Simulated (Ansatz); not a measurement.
Runs of Ansatz 0.2.0 on CuO. Symmetry: P-6m2, No. 187, hexagonal system. Conventional cell: a = 2.836 Å, b = 2.836 Å, c = 2.768 Å, α = 90.00°, β = 90.00°, γ = 120.00°. Cu (site symmetry -6m2) has 6 O at 2.14 Å as nearest neighbours. O (site symmetry -6m2) is surrounded by 6 Cu at 2.14 Å. Measurements of this composition are mostly on another form, of space group No. 15.

```tsv
task	level	U	cell	k mesh	cutoff (eV)	points for each segment of the path	hubbard projectors	double counting	atoms under strain	gap on the mesh (eV)	pressure (GPa)	relaxed volume (Å³/atom)
band structure	PBEsol	-	as given	11 × 11 × 10	420	14	-	-	-	none	-9.4	-
relaxation of cell and atoms	RPBE+D3(BJ)	-	relaxed	11 × 11 × 10	420	-	-	-	-	none	0.0	(a)
band structure	LDA	-	as given	11 × 11 × 10	420	14	-	-	-	none	-16.3	-
density of states	LDA	-	as given	11 × 11 × 10	420	-	-	-	-	none	-16.3	-
relaxation of cell and atoms	LDA	-	relaxed	11 × 11 × 10	420	-	-	-	-	none	0.0	8.86
band structure	LDA+U	Cu d U = 4.5 eV	as given	11 × 11 × 10	420	14	ortho-atomic (the default)	fll (the default)	-	none	-13.4	-
relaxation of cell and atoms	r2SCAN	-	relaxed	11 × 11 × 10	500	-	-	-	-	none	0.0	(b)
elastic constants	PBEsol	-	as given	9 × 9 × 8	420	-	-	-	relaxed	none	-9.5	-
```

Alike in all rows: potentials or basis Ansatz PAW; no spin polarisation; smearing fermi-dirac 0.05 eV.

Fill in the values left out.

(a) 8.71; (b) 9.30.

Caveats: an odd number of electrons without spin polarisation forces a metal; a magnetic or distorted state may lie lower; the run has no spin polarisation, though such a crystal can be magnetic; the PAW data sets come from PBE, with cores solved anew for the run's functional, which leaves a small shift of forces and pressure; semilocal functionals often make such compounds metallic where correlation or magnetic order opens a gap, which also shifts bond lengths (some runs); the plane-wave basis is chosen anew once the cell has moved, so the energies of steps on either side of that aren't comparable (some runs); so large a pressure means that the cell lies far from this level's equilibrium, or that cutoff or potentials fall short (some runs).

A gap of «none» marks a metal or a gap under the smearing width.

Runs at the PBE level aren't shown here.
